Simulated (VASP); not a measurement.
All values below come from PBEsol GGA, VASP's PBE PAW potentials (set 64) (plane waves; VASP).

VASP input:

**KPOINTS**
```
Automatic mesh
0
Gamma
9 9 9
0 0 0
```

**INCAR**
```
ALGO = Normal
EDIFF = 1E-7
ENCUT = 400
GGA = PS
ISIF = 2
ISMEAR = -5
LASPH = T
LCHARG = T
LMAXMIX = 4
LORBIT = 11
LREAL = F
LWAVE = F
NEDOS = 601
NELM = 100
PREC = Accurate
SYSTEM = ZnTe
```

### POSCAR
```
ZnTe
1
   -0.0000000000     3.0324034431     3.0324034431
    3.0324034431     0.0000000000     3.0324034431
    3.0324034431     3.0324034431    -0.0000000000
Zn Te
1 1
Direct
  0.0000000000   0.0000000000   0.0000000000
  0.2500000000   0.2500000000   0.2500000000
```

POTCAR, in this order: Zn Te (PBE.64 set). Program: vasp_std.

Output of the run:

OSZICAR:
```
       N       E                     dE             d eps       ncg     rms          rms(c)
DAV:   1     0.686827422287E+02    0.68683E+02   -0.73536E+03   910   0.119E+03
DAV:   2    -0.233569503431E+01   -0.71018E+02   -0.68912E+02   985   0.230E+02
DAV:   3    -0.606929722835E+01   -0.37336E+01   -0.37211E+01  1115   0.548E+01
DAV:   4    -0.612325690105E+01   -0.53960E-01   -0.53951E-01  1204   0.655E+00
DAV:   5    -0.612408227393E+01   -0.82537E-03   -0.82537E-03  1093   0.625E-01    0.499E+00
DAV:   6    -0.593024691402E+01    0.19384E+00   -0.76788E-01  1095   0.275E+01    0.391E+00
DAV:   7    -0.591768260006E+01    0.12564E-01   -0.13152E-01  1010   0.450E+00    0.164E+00
DAV:   8    -0.591523727667E+01    0.24453E-02   -0.48471E-03  1128   0.732E-01    0.378E-01
DAV:   9    -0.591511709629E+01    0.12018E-03   -0.81195E-04  1076   0.448E-01    0.127E-01
DAV:  10    -0.591512256716E+01   -0.54709E-05   -0.11879E-04  1053   0.118E-01    0.898E-02
DAV:  11    -0.591514400212E+01   -0.21435E-04   -0.36833E-05   978   0.381E-02    0.159E-02
DAV:  12    -0.591514573867E+01   -0.17366E-05   -0.51885E-06  1168   0.340E-02    0.175E-02
DAV:  13    -0.591514564994E+01    0.88735E-07   -0.91771E-07  1040   0.107E-02
   1 F= -.59151456E+01 E0= -.59151456E+01  d E =0.000000E+00
```

OUTCAR:
```
------------------------ aborting loop because EDIFF is reached ----------------------------------------
  FORCE on cell =-STRESS in cart. coord.  units (eV):
  Direction    XX          YY          ZZ          XY          YZ          ZX
  --------------------------------------------------------------------------------------
  Total       -0.0061142     -0.0061142     -0.0061142      0.0000000      0.0000000     -0.0000000
  in kB       -0.1756538     -0.1756538     -0.1756538      0.0000000      0.0000000     -0.0000000
  external PRESSURE =      -0.1756538 kB  Pullay stress =       0.0000000 kB
  volume of cell :       55.77
      direct lattice vectors                 reciprocal lattice vectors
     0.000000000  3.032403443  3.032403443    -0.164885712  0.164885712  0.164885712
     3.032403443  0.000000000  3.032403443     0.164885712 -0.164885712  0.164885712
     3.032403443  3.032403443  0.000000000     0.164885712  0.164885712 -0.164885712
 POSITION                                       TOTAL-FORCE (eV/Angst)
 -----------------------------------------------------------------------------------
      0.00000      0.00000      0.00000        -0.000000     -0.000000     -0.000000
      1.51620      1.51620      1.51620         0.000000      0.000000      0.000000
 -----------------------------------------------------------------------------------
    total drift:                               -0.000001     -0.000001     -0.000001
  FREE ENERGIE OF THE ION-ELECTRON SYSTEM (eV)
  ---------------------------------------------------
  free  energy   TOTEN  =        -5.9151456499 eV

  energy  without entropy=       -5.9151456499  energy(sigma->0) =       -5.91514565

 total charge

# of ion       s       p       d       tot
------------------------------------------
    1        0.563   0.447   9.758  10.767
    2        1.346   2.072   0.030   3.448
--------------------------------------------------
tot          1.909   2.519   9.788  14.215
```
(Selected blocks of OUTCAR.)

### OUTCAR
```
 val. band max:        3.2509116042   @ k =   0.0000   0.0000   0.0000

 cond. band min:       4.4946623948   @ k =   0.0000   0.0000   0.0000


 Fermi energy:         3.2879056996

 k-point     1 :       0.0000    0.0000    0.0000
  band No.  band energies     occupation
      1      -8.6873      2.00000
      2      -3.7249      2.00000
      3      -3.7249      2.00000
      4      -3.7249      2.00000
      5      -3.4809      2.00000
      6      -3.4809      2.00000
      7       3.2509      2.00000
      8       3.2509      2.00000
      9       3.2509      2.00000
     10       4.4947      0.00000
     11       7.5839      0.00000
     12       7.5839      0.00000
     13       7.5839      0.00000

 k-point     2 :       0.1111    0.0000    0.0000
  band No.  band energies     occupation
      1      -8.5997      2.00000
      2      -3.7181      2.00000
      3      -3.7168      2.00000
      4      -3.7168      2.00000
      5      -3.4821      2.00000
      6      -3.4821      2.00000
      7       2.0606      2.00000
      8       3.1097      2.00000
      9       3.1097      2.00000
     10       5.2438      0.00000
     11       7.6914      0.00000
     12       7.7996      0.00000
     13       7.7996      0.00000

 k-point     3 :       0.2222    0.0000    0.0000
  band No.  band energies     occupation
      1      -8.3602      2.00000
      2      -3.6974      2.00000
      3      -3.6974      2.00000
      4      -3.6821      2.00000
      5      -3.4831      2.00000
      6      -3.4831      2.00000
      7       0.4435      2.00000
      8       2.8021      2.00000
      9       2.8021      2.00000
     10       5.3895      0.00000
     11       8.1827      0.00000
     12       8.1827      0.00000
     13       8.7381      0.00000

 k-point     4 :       0.3333    0.0000    0.0000
  band No.  band energies     occupation
      1      -8.0491      2.00000
      2      -3.6785      2.00000
      3      -3.6785      2.00000
...
```

Unless said otherwise, spin-orbit coupling is left out, though it shifts the bands of the heavy elements here.

The compound is ZnTe in the zinc blende structure. It was relaxed first.
